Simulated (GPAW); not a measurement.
The system is Ga.

```
CELL_PARAMETERS angstrom
-1.38440 1.38440 2.31122
1.38440 -1.38440 2.31122
1.38440 1.38440 -2.31122
ATOMIC_POSITIONS crystal
Ga 0.00000 0.00000 0.00000
```

This isn't the form of Ga at room conditions, which is orthorhombic.

Program: GPAW 26.7.0. Alike in all runs: no spin polarisation; cell as given; k mesh 13 × 13 × 13; cutoff (eV) 600.

Problem. Order these runs on this cell by their pressure, lowest first.
A. level RPBE; potentials or basis the program's PAW data sets (release 1.2.1) made for this functional, pw; smearing gaussian 0.05 eV
B. level PBEsol; potentials or basis PAW data sets generated in the run's folder for this functional, pw; smearing gaussian 0.02 eV
C. level RPBE+D4; potentials or basis the program's PAW data sets (release 1.2.1) made for this functional, pw; smearing gaussian 0.05 eV; band path GXYSGZS1NPY1Z,XP; band points 100

Solution. C (-2.2 GPa), B (0.1 GPa), A (5.8 GPa).

Caveats: pairwise dispersion overbinds metals, which lowers pressure and volume (some runs).

Runs at the PBE level aren't shown here.
